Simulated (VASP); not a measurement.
Wanted: the native input for a VASP 6.6.1 run.

```
Task                   : single point
Functional             : PBEsol
Potentials or basis    : VASP PAW PBE potentials, release 64 (Mg, S)
Cutoff                 : 520 eV
k mesh                 : 6 × 6 × 4
Occupations            : gaussian, width 0.05 eV
Spin                   : no spin polarisation
Dipole correction      : no
Further INCAR settings : ALGO = Fast; EDIFF = 1e-07; NBANDS = 16
```

The structure of MgS lies in POSCAR:

```
MgS
1.0
    4.0346224068      0.0000000000      0.0000000000
   -2.0173112034      3.4940854990      0.0000000000
    0.0000000000      0.0000000000      6.4322941800
Mg S
2 2
Direct
    0.6666666667      0.3333333333      0.5113014026
    0.3333333333      0.6666666667      1.0113014026
    0.3333333333      0.6666666667      0.3792441500
    0.6666666667      0.3333333333      0.8792441500
```

The cell comes from a database or a generator and needn't be the stable form of this composition.

The cell isn't the ideal one: all Mg atoms moved +0.100 Å, as atom 1 along Cartesian [0 0 1].

One way to write it, as run:

INCAR

```
SYSTEM = MgS
  PREC = Accurate
  ENCUT = 520
  EDIFF = 1E-7
  ISMEAR = 0
  SIGMA = 0.05
  LREAL = .False.
  LASPH = .True.
  NELM = 80
  ALGO = Fast
  ISIF = 2
  LWAVE = .False.
  LCHARG = .False.
  GGA = PS
  NBANDS = 16
```

KPOINTS

```
Automatic mesh
0
Gamma
  6 6 4
  0 0 0
```

Potentials or basis: VASP PAW PBE potentials, release 64 (Mg, S).

The run is started by

```sh
$ cat potpaw_PBE.64/Mg/POTCAR potpaw_PBE.64/S/POTCAR > POTCAR
$ mpirun -np 1 vasp_std > vasp.out
```

It gave:

| Quantity | Value |
| --- | --- |
| Pressure | -0.1 GPa |
| Largest force | 0.557 eV/Å |
| Band gap on the k mesh | 3.36 eV, direct |

Caveat: the PAW data sets were made with another functional, which shifts forces and pressure a little.

Run time: 29 s on 1 thread of Intel(R) Xeon(R) Platinum 8488C (Sapphire Rapids), on a shared host, peak memory 0.2 GiB.
